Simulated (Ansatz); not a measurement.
A trial cell of SiGe₃, before relaxation:

```
CELL_PARAMETERS angstrom
2.95590 0.00000 0.00000
0.00000 2.95590 0.00000
0.00000 0.00000 8.36055
ATOMIC_POSITIONS crystal
Si 0.50000 0.50000 0.00000
Ge 0.00000 0.00000 0.75000
Ge 0.50000 0.50000 0.50000
Ge 0.00000 0.00000 0.25000
```

Computed with DFT PBE, scalar-relativistic, plane waves, PAW in Ansatz. Cutoff 420 eV, Gaussian smearing, Γ-centred meshes. Cell and atoms relax first on a coarse mesh and then on a finer one. In between, the cell is made exact in the group found at 0.06 Å. In metals the finer mesh still leaves noise of several meV/atom or more. The steps can't lower the symmetry of their start. No spin polarisation.

A guess keeps its type if space group and coordination stay and the shape of the cell changes little (axis ratios within about 15 %, angles within 6°); the volume may change.

Question: Does it keep its structure type, or change into something else?

Answer: It keeps its type. The symmetry stays P4/mmm (No. 123). The volume per atom grows by 0.9 %, from 18.3 to 18.4 Å³. The shortest distance goes from 2.96 Å (Si–Ge, Ge–Ge and Si–Si) to 2.88 Å (Si–Ge). The ratio c/a of the conventional cell changes by a factor of 1.04. Counting neighbours within 15 % of an atom's shortest distance, the start has Ge 12, Si 12 and the end Ge 12, Si 12.

The last run used a 16×16×6 mesh (in the run's order of axes) for its 4-atom cell and Gaussian smearing of 0.10 eV. Symmetry constrained the relaxation, so the result can be a saddle point. Another cell of SiGe3 relaxed alike, in P6/mmm, lies 123 meV/atom lower, so this cell isn't the stable form at this level.
